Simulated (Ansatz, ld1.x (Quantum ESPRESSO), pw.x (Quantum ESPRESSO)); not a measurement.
pw.x on fcc Si: one setting changed

Potential: ultrasoft, ld1.x (Quantum ESPRESSO) 7.5, PBEsol; core [Ne], reference 3s2 3p2; waves: 3s (bound): rcut 2.00, rcutus 2.15 bohr; 3s channel at 4.55 Ry: rcut 2.00, rcutus 2.15 bohr; 3p (bound): rcut 1.70, rcutus 2.20 bohr; 3p channel at 1.6 Ry: rcut 1.70, rcutus 2.20 bohr; 3d channel at -0.01 Ry: rcut 1.55, rcutus 2.10 bohr; 3d channel at 2.6 Ry: rcut 1.55, rcutus 2.10 bohr; local part: all-electron potential smoothed inside 2.10 bohr (lloc = -1); core correction: a·sin(br)/r model core, default radius (core density twice the valence density); augmentation: PSQ, radius 1.40 bohr.

The reference run (k-mesh 15³, cutoffs 40/420 Ry, Fermi–Dirac 0.01 Ry, mixing_beta 0.4, conv_thr 1e-9, no spin) gives 0.56 GPa at 14.001 Å³/atom, where all-electron LAPW gives 0.43 GPa. This run, with its own iteration cap, changes mixing_ndim to 4.

```
&control
  calculation='scf', prefix='x', pseudo_dir='./', outdir='./tmp', tstress=.true., disk_io='none'
/
&system
  ibrav=0, nat=1, ntyp=1, ecutwfc=40, ecutrho=420, nbnd=9,
  occupations='smearing', smearing='fd', degauss=0.01
/
&electrons
  conv_thr=1e-09, mixing_beta=0.4, electron_maxstep=60, mixing_ndim=4
/
ATOMIC_SPECIES
Si 1.0 Si.UPF
CELL_PARAMETERS angstrom
  0.00000000 1.91297673 1.91297673
  1.91297673 0.00000000 1.91297673
  1.91297673 1.91297673 0.00000000
ATOMIC_POSITIONS crystal
Si 0.0000 0.0000 0.0000
K_POINTS automatic
15 15 15 0 0 0
```

```bash
pw.x < Si.scf.in > Si.scf.out
```

How does the run end?

It converges in 6 iterations; the free energy moves by +0.0 meV/atom and the pressure by +0.00 GPa. The result is that of the reference run.

```
Message from routine setup:
     using ibrav=0 with symmetry is DISCOURAGED, use correct ibrav instead
     lattice parameter (alat)  =       5.1124  a.u.
     unit-cell volume          =      94.4834 (a.u.)^3
     number of electrons       =         4.00
     number of Kohn-Sham states=            9
     kinetic-energy cutoff     =      40.0000  Ry
     charge density cutoff     =     420.0000  Ry
     scf convergence threshold =      1.0E-09
     Exchange-correlation= PBESOL
     number of k points=   120  Fermi-Dirac smearing, width (Ry)=  0.0100
     iteration #  1     ecut=    40.00 Ry     beta= 0.40
     total energy              =      -9.62614597 Ry
     estimated scf accuracy    <       0.00394929 Ry
     iteration #  2     ecut=    40.00 Ry     beta= 0.40
     total energy              =      -9.62567547 Ry
     estimated scf accuracy    <       0.00120354 Ry
     iteration #  3     ecut=    40.00 Ry     beta= 0.40
     total energy              =      -9.62573485 Ry
     estimated scf accuracy    <       0.00000302 Ry
     iteration #  4     ecut=    40.00 Ry     beta= 0.40
     total energy              =      -9.62573670 Ry
     estimated scf accuracy    <       0.00000003 Ry
     iteration #  5     ecut=    40.00 Ry     beta= 0.40
     total energy              =      -9.62573671 Ry
     estimated scf accuracy    <       0.00000001 Ry
     iteration #  6     ecut=    40.00 Ry     beta= 0.40
     the Fermi energy is    11.1062 ev
!    total energy              =      -9.62573671 Ry
     estimated scf accuracy    <          3.5E-12 Ry
     smearing contrib. (-TS)   =      -0.00196716 Ry
     The total energy is F=E-TS. E is the sum of the following terms:
     one-electron contribution =       4.90076730 Ry
     hartree contribution      =       0.02641044 Ry
     xc contribution           =      -4.40464708 Ry
     ewald contribution        =     -10.14630021 Ry
     convergence has been achieved in   6 iterations
          total   stress  (Ry/bohr**3)                   (kbar)     P=        5.59
     Message from routine punch:
     Nothing written, as per user request (disk_io='none')
```

The run took about 8.1 s on one core of a shared host (Neoverse-V1, 32 threads, 247 GiB, load 16).
